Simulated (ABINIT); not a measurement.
The system is SrCl2.

```
CELL_PARAMETERS angstrom
0.00000 3.48835 3.48835
3.48835 0.00000 3.48835
3.48835 3.48835 0.00000
ATOMIC_POSITIONS crystal
Sr 0.00000 0.00000 0.00000
Cl 0.75000 0.75000 0.75000
Cl 0.25000 0.25000 0.25000
```

Base run:

* Program: ABINIT 10.8.3 (patched build)
* Functional: r2SCAN
* Potentials or basis: JTH PAW PBE v2.0
* Cutoff: 816 eV
* k mesh: 7 × 7 × 7
* Occupations: fermi-dirac, width 0.05 eV
* Spin: no spin polarisation

Its results: band gap on the k mesh 6.01 eV, indirect (least direct gap 6.21 eV).

Question: The run is repeated on the same cell with these changes: functional from r2SCAN to TB-mBJ; potentials or basis from JTH PAW PBE v2.0 to JTH PAW LDA v2.0. What comes out?

Answer: Band gap on the k mesh 7.56 eV, indirect (least direct gap 7.64 eV).

Caveats: the constant c of TB-mBJ comes from the pseudo density here, which moves gaps by up to 0.3 eV between sets of potentials (some runs).

A k mesh can miss the band edges.
